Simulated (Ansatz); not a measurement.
# K12Br11: the cost of one run

Program: Ansatz 0.2.0. Level of theory: DFT PBEsol, scalar-relativistic, plane waves, PAW. These are calculated values, not measurements.

2 further runs of the same task are left out: 2 set aside as unsound or not needed.

## 1. The starting structure

It takes space group C2/m (No. 12, monoclinic). Conventional cell: a = 9.634 Å, b = 16.686 Å, c = 9.634 Å, α = 90.00°, β = 109.47°, γ = 90.00°. K (site symmetry 1) is surrounded by 7 Br at 3.41 Å. K (site symmetry m) has 7 Br at 3.41 Å as nearest neighbours. K (site symmetry 1) has 8 Br at 3.41 Å as nearest neighbours. Br (site symmetry 1) has 8 K at 3.41 Å as nearest neighbours. Br (site symmetry 2) is surrounded by 8 K at 3.41 Å. Around Br (site symmetry m) lie 8 K at 3.41 Å. Only part of the 9 independent sites is listed.

The input asks for a charge of +1 e on the cell.

As a file:

```
K Br
1.0
    -3.93287   -7.86574   -3.93287
     3.93287   -3.93287   -7.86574
     3.93287   -7.86574    3.93287
K Br
12 11
Direct
  0.58333 0.33333 0.25000
  0.50000 0.00000 0.50000
  0.41667 0.66667 0.75000
  0.33333 0.33333 0.00000
  0.25000 0.00000 0.25000
  0.16667 0.66667 0.50000
  0.00000 0.00000 0.00000
  0.91667 0.66667 0.25000
  0.66667 0.66667 0.00000
  0.08333 0.33333 0.75000
  0.83333 0.33333 0.50000
  0.75000 0.00000 0.75000
  0.45833 0.33333 0.62500
  0.37500 0.00000 0.87500
  0.29167 0.66667 0.12500
  0.20833 0.33333 0.37500
  0.12500 0.00000 0.62500
  0.95833 0.33333 0.12500
  0.87500 0.00000 0.37500
  0.62500 0.00000 0.12500
  0.04167 0.66667 0.87500
  0.79167 0.66667 0.62500
  0.70833 0.33333 0.87500
```

It goes back to an entry of the Materials Project, which need not be the stable form.

It is built from the cell relaxed beforehand with the same method (30.42 Å³/atom).

## 2. The vacancy and the jump

The supercell lacks one Br atom, at fractional position (0.542, 0.667, 0.375), and holds 23 atoms and a charge of +1 e on a uniform background. Atom 22 (Br), 3.93 Å away, is to jump into the empty site. The cell is fixed.

## 3. Relaxing around the vacancy

input.yaml

```yaml
crystal:
  lattice:
    - [-3.9328691039, -7.8657382078, -3.9328691039]
    - [3.9328691039, -3.9328691039, -7.8657382078]
    - [3.9328691039, -7.8657382078, 3.9328691039]
  atoms:
    - { symbol: K, position: [0.5833333333, 0.3333333333, 0.25] }
    - { symbol: K, position: [0.5, 0.0, 0.5] }
    - { symbol: K, position: [0.4166666667, 0.6666666667, 0.75] }
    - { symbol: K, position: [0.3333333333, 0.3333333333, 0.0] }
    - { symbol: K, position: [0.25, 0.0, 0.25] }
    - { symbol: K, position: [0.1666666667, 0.6666666667, 0.5] }
    - { symbol: K, position: [1.0, 0.0, 0.0] }
    - { symbol: K, position: [0.9166666667, 0.6666666667, 0.25] }
    - { symbol: K, position: [0.6666666667, 0.6666666667, 0.0] }
    - { symbol: K, position: [0.0833333333, 0.3333333333, 0.75] }
    - { symbol: K, position: [0.8333333333, 0.3333333333, 0.5] }
    - { symbol: K, position: [0.75, 0.0, 0.75] }
    - { symbol: Br, position: [0.4583333333, 0.3333333333, 0.625] }
    - { symbol: Br, position: [0.375, 1.0, 0.875] }
    - { symbol: Br, position: [0.2916666667, 0.6666666667, 0.125] }
    - { symbol: Br, position: [0.2083333333, 0.3333333333, 0.375] }
    - { symbol: Br, position: [0.125, 1.0, 0.625] }
    - { symbol: Br, position: [0.9583333333, 0.3333333333, 0.125] }
    - { symbol: Br, position: [0.875, 1.0, 0.375] }
    - { symbol: Br, position: [0.625, 1.0, 0.125] }
    - { symbol: Br, position: [0.0416666667, 0.6666666667, 0.875] }
    - { symbol: Br, position: [0.7916666667, 0.6666666667, 0.625] }
    - { symbol: Br, position: [0.7083333333, 0.3333333333, 0.875] }
total_charge: 1
basis:
  ecutwfc: 420
kpoints:
  mp_grid: { grid: [4, 4, 2] }
hamiltonian:
  xc: pbesol
scf:
  occupations: { method: gaussian, width: 0.05 }
output:
  forces: true
  stress: true
  eigenvalues: true
relax:
  adjacent_minimum: "off"
  f_tol: 0.02
  max_steps: 50
```

The run is started by

```console
$ ansatz run input.yaml --threads 4 --pin off --max-ram 9216MiB --backend cpu --events-out ev --progress --plain --runs-dir out
```

Q: Estimate wall time and peak memory on 4 threads of Arm Neoverse V2, shared host.

About 81 s, with a peak of 2.3 GiB.
